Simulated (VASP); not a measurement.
# Sb (Im-3m) in VASP: settings compared, part 2 of 2

VASP 6.6.1. Earlier steps stand in the parts before.

## 3. Elastic constants, r2SCAN

File POSCAR:

```
Sb
1.0
   -1.8713408863      1.8713408863      1.8713408863
    1.8713408863     -1.8713408863      1.8713408863
    1.8713408863      1.8713408863     -1.8713408863
Sb
1
Direct
    0.0000000000      0.0000000000      0.0000000000
```

File INCAR.step1:

```
PREC = Accurate
ENCUT = 600
EDIFF = 1E-8
ISMEAR = 0
SIGMA = 0.05
LREAL = False
LASPH = True
NELM = 60
ALGO = Normal
ISIF = 3
LWAVE = False
LCHARG = False
METAGGA = R2SCAN
LMIXTAU = True
IBRION = 2
NSW = 40
EDIFFG = -0.002
```

File INCAR.step2:

```
PREC = Accurate
ENCUT = 600
EDIFF = 1E-8
ISMEAR = 0
SIGMA = 0.05
LREAL = False
LASPH = True
NELM = 60
ALGO = Normal
ISIF = 3
LWAVE = False
LCHARG = False
METAGGA = R2SCAN
LMIXTAU = True
IBRION = 6
NFREE = 2
POTIM = 0.015
NSW = 1
```

File KPOINTS:

```
regular mesh
0
Gamma
  7 7 7
```

Potentials or basis: VASP PAW PBE potentials, release 64 (Sb).

Started as:

```console
> cat potpaw_PBE.64/Sb/POTCAR > POTCAR
> cp INCAR.step1 INCAR
> mpirun -np 1 vasp_std > vasp.out
> cp CONTCAR POSCAR
> cp INCAR.step2 INCAR
> mpirun -np 1 vasp_std > vasp.out
```

OUTCAR:

```text
PREC = Accurate
   ENCUT = 600
   EDIFF = 1E-8
   ISMEAR = 0
   LREAL = False
   LASPH = True
   NELM = 60
   ISIF = 3
   METAGGA = R2SCAN
   IBRION = 6
   NFREE = 2
   POTIM = 0.015
   NSW = 1

 ion  position               nearest neighbor table
   1  0.000  0.000  0.000-

  LATTYP: Found a body centered cubic cell.
[... 609 lines left out ...]
      0.000000  0.000000  0.000000    -0.825307   -0.564684    0.000000

   2 f/i=    0.000000 THz     0.000000 2PiTHz    0.000000 cm-1     0.000000 meV
             X         Y         Z           dx          dy          dz
      0.000000  0.000000  0.000000     0.000000    0.000000    1.000000

   3 f/i=    0.000000 THz     0.000000 2PiTHz    0.000000 cm-1     0.000000 meV
             X         Y         Z           dx          dy          dz
      0.000000  0.000000  0.000000     0.564684   -0.825307    0.000000

--------------------------------------------------------------------------------------------------------

 ELASTIC MODULI CONTR FROM IONIC RELAXATION (kBar)
 Direction    XX          YY          ZZ          XY          YZ          ZX
 --------------------------------------------------------------------------------
 XX           0.0000      0.0000      0.0000      0.0000      0.0000      0.0000
 YY           0.0000      0.0000      0.0000      0.0000      0.0000      0.0000
 ZZ           0.0000      0.0000      0.0000      0.0000      0.0000      0.0000
 XY           0.0000      0.0000      0.0000      0.0000      0.0000      0.0000
 YZ           0.0000      0.0000      0.0000      0.0000      0.0000      0.0000
 ZX           0.0000      0.0000      0.0000      0.0000      0.0000      0.0000
 --------------------------------------------------------------------------------

 TOTAL ELASTIC MODULI (kBar)
 Direction    XX          YY          ZZ          XY          YZ          ZX
 --------------------------------------------------------------------------------
 XX         161.1970    696.1311    696.1311      0.0000     -0.0000      0.0000
 YY         696.1311    161.1970    696.1311      0.0000     -0.0000      0.0000
 ZZ         696.1311    696.1311    161.1970     -0.0000     -0.0000      0.0000
 XY           0.0000      0.0000     -0.0000    670.1448      0.0000      0.0000
 YZ          -0.0000     -0.0000     -0.0000      0.0000    670.1448      0.0000
 ZX           0.0000      0.0000      0.0000      0.0000      0.0000    670.1448
 --------------------------------------------------------------------------------
```

OUTCAR.step1:

```text
PREC = Accurate
   ENCUT = 600
   EDIFF = 1E-8
   ISMEAR = 0
   LREAL = False
   LASPH = True
   NELM = 60
   ISIF = 3
   METAGGA = R2SCAN
   IBRION = 2
   NSW = 40
   EDIFFG = -0.002
[... 337 lines left out ...]
 cond. band min:       8.7515953649   @ k =  -0.4286   0.4286   0.2857
 fundamental gap:      0.0900191770
 Fermi energy:         8.7003739906

 k-point     1 :       0.0000    0.0000    0.0000
  band No.  band energies     occupation
      1      -5.0296      2.00000
      2      14.3767      0.00000
      3      14.3767      0.00000
      4      14.3767      0.00000
      5      19.5104      0.00000
      6      19.5104      0.00000
[... 197 lines left out ...]
  FREE ENERGIE OF THE ION-ELECTRON SYSTEM (eV)
  ---------------------------------------------------
  free  energy   TOTEN  =       -25.2598371706 eV

  energy  without entropy=      -25.2580642974  energy(sigma->0) =      -25.25895073

 reached required accuracy - stopping structural energy minimisation
```

OSZICAR.step1:

```text
N       E                     dE             d eps       ncg     rms          rms(c)
DAV:   1    -0.107292163051E+02   -0.10729E+02   -0.19212E+03   240   0.660E+02
DAV:   2    -0.256051354564E+02   -0.14876E+02   -0.14473E+02   348   0.867E+01
DAV:   3    -0.258438799618E+02   -0.23874E+00   -0.23806E+00   306   0.121E+01
[... 61 lines left out ...]
DAV:   1    -0.252598372119E+02   -0.73118E-06   -0.23187E-05   264   0.288E-02    0.379E-03
DAV:   2    -0.252598369530E+02    0.25887E-06   -0.80345E-07   246   0.828E-03    0.219E-03
DAV:   3    -0.252598370232E+02   -0.70148E-07   -0.51741E-07   240   0.608E-03    0.401E-04
DAV:   4    -0.252598371714E+02   -0.14824E-06   -0.10208E-07   246   0.227E-03    0.339E-04
DAV:   5    -0.252598371706E+02    0.81565E-09   -0.19839E-09   120   0.453E-04
   5 F= -.25259837E+02 E0= -.25258951E+02  d E =-.681420E-06
```

Run time: 9.3 min. Hardware: 1 thread of AMD EPYC 9R45 (Zen 5), shared host; peak memory 0.16 GiB.

What came out:

```yaml
Relaxed_volume: 26.65 Å³/atom
Relaxed_cell: a = 3.259 Å, b = 3.259 Å, c = 3.259 Å, α = 109.47°, β = 109.47°, γ = 109.47°
Space_group_after_relaxing_to_0.05_Å: Im-3m (No. 229)
Elastic_constants_C11_C12_C44: 16, 70, 67 GPa
Voigt_bulk_modulus: 52 GPa
```

The path:
```tsv
step	energy change (eV)	largest force (eV/Å)	pressure (GPa)	volume (Å³)
1	0.0000	0.0000	0.98	26.21
2	-0.0011	0.0000	-0.30	26.82
3	-0.0012	0.0000	0.02	26.65
4	-0.0012	0.0000	-0.02	26.66
5	-0.0012	0.0000	0.00	26.65
```

Final structure:
```
CELL_PARAMETERS angstrom
-1.88165 1.88165 1.88165
1.88165 -1.88165 1.88165
1.88165 1.88165 -1.88165
ATOMIC_POSITIONS crystal
Sb 0.00000 0.00000 0.00000
```

Elastic tensor in Voigt notation (GPa, in the Cartesian axes of the cell as first typed):
```
16 70 70  0  0  0
70 16 70  0  0  0
70 70 16  0  0  0
 0  0  0 67  0  0
 0  0  0  0 67  0
 0  0  0  0  0 67
```

Clamped-ion elastic tensor (GPa):
```
16 70 70  0  0  0
70 16 70  0  0  0
70 70 16  0  0  0
 0  0  0 67  0  0
 0  0  0  0 67  0
 0  0  0  0  0 67
```

Caveat: the elastic tensor has a negative eigenvalue, so either the cell is unstable as it stands or the mesh is too thin; the PAW data sets were made with another functional, which shifts forces and pressure a little. The run has no spin-orbit coupling, so splittings on Sb are missing.

## 4. Band structure, LDA

POSCAR is that of step 3.

File INCAR.step1:

```
SYSTEM = Sb
PREC     = Accurate       ! precision mode
ENCUT    = 520            ! plane-wave cutoff, eV
EDIFF    = 1E-6           ! SCF threshold, eV
ISMEAR   = -1             ! smearing method
SIGMA    = 0.05           ! smearing width, eV
LREAL    = .False.        ! projectors in reciprocal space
LASPH    = .True.         ! aspherical terms in the spheres
NELM     = 60             ! most SCF steps
ALGO     = Normal         ! electronic algorithm
ISIF     = 2              ! what is computed and relaxed
LWAVE    = .False.        ! write WAVECAR
LCHARG   = .True.         ! write CHGCAR
```

File KPOINTS.step1:

```
Automatic mesh
0
Gamma
  10 10 10
  0 0 0
```

File INCAR.step2:

```
SYSTEM = Sb
PREC     = Accurate       ! precision mode
ENCUT    = 520            ! plane-wave cutoff, eV
EDIFF    = 1E-6           ! SCF threshold, eV
ISMEAR   = 0              ! smearing method
SIGMA    = 0.05           ! smearing width, eV
LREAL    = .False.        ! projectors in reciprocal space
LASPH    = .True.         ! aspherical terms in the spheres
NELM     = 60             ! most SCF steps
ALGO     = Normal         ! electronic algorithm
ISIF     = 2              ! what is computed and relaxed
LWAVE    = .False.        ! write WAVECAR
LCHARG   = .False.        ! write CHGCAR
ICHARG   = 11             ! starting density
```

File KPOINTS.step2:

```
path GHNGPH,PN
15
line-mode
reciprocal
 0.0000000000  0.0000000000  0.0000000000  G
 0.5000000000 -0.5000000000  0.5000000000  H

 0.5000000000 -0.5000000000  0.5000000000  H
 0.0000000000  0.0000000000  0.5000000000  N

 0.0000000000  0.0000000000  0.5000000000  N
 0.0000000000  0.0000000000  0.0000000000  G

 0.0000000000  0.0000000000  0.0000000000  G
 0.2500000000  0.2500000000  0.2500000000  P

 0.2500000000  0.2500000000  0.2500000000  P
 0.5000000000 -0.5000000000  0.5000000000  H

 0.2500000000  0.2500000000  0.2500000000  P
 0.0000000000  0.0000000000  0.5000000000  N
```

Potentials or basis: VASP PAW LDA potentials, release 64 (Sb).

Started as:

```console
> cat potpaw_LDA.64/Sb/POTCAR > POTCAR
> cp INCAR.step1 INCAR
> cp KPOINTS.step1 KPOINTS
> mpirun -np 1 vasp_std > vasp.out
> cp INCAR.step2 INCAR
> cp KPOINTS.step2 KPOINTS
> mpirun -np 1 vasp_std > vasp.out
```

Run time: 20 s. Hardware: 1 thread of AMD EPYC, shared host; peak memory 0.1 GiB.

Results (log left out):

| Property | Result |
| --- | --- |
| Band gap along the path | none (metal or under the smearing width) |

Levels at the corners of the path, in eV from the Fermi level:
| point | band 1 | band 2 | band 3 | band 4 | band 5 | band 6 |
| --- | --- | --- | --- | --- | --- | --- |
| Γ | -13.05 | 5.62 | 5.62 | 5.62 | 10.42 | 10.42 |
| H | -5.55 | -2.04 | -2.04 | -2.04 | 3.00 | 3.00 |
| H | -5.55 | -2.04 | -2.04 | -2.04 | 3.00 | 3.00 |
| N | -8.89 | -5.71 | 1.72 | 3.80 | 6.52 | 6.95 |
| N | -8.89 | -5.71 | 1.72 | 3.80 | 6.52 | 6.95 |
| Γ | -13.05 | 5.62 | 5.62 | 5.62 | 10.42 | 10.42 |
| Γ | -13.05 | 5.62 | 5.62 | 5.62 | 10.42 | 10.42 |
| P | -7.86 | -2.82 | -2.82 | -2.82 | 14.55 | 14.55 |
| P | -7.86 | -2.82 | -2.82 | -2.82 | 14.55 | 14.55 |
| H | -5.55 | -2.04 | -2.04 | -2.04 | 3.00 | 3.00 |
| P | -7.86 | -2.82 | -2.82 | -2.82 | 14.55 | 14.55 |
| N | -8.89 | -5.71 | 1.72 | 3.80 | 6.52 | 6.95 |

Caveat: the log is that of the step along the path at fixed density, whose energy, stress, charges and moments have no meaning; spin-orbit coupling is left out, which moves the levels of the heavy elements.
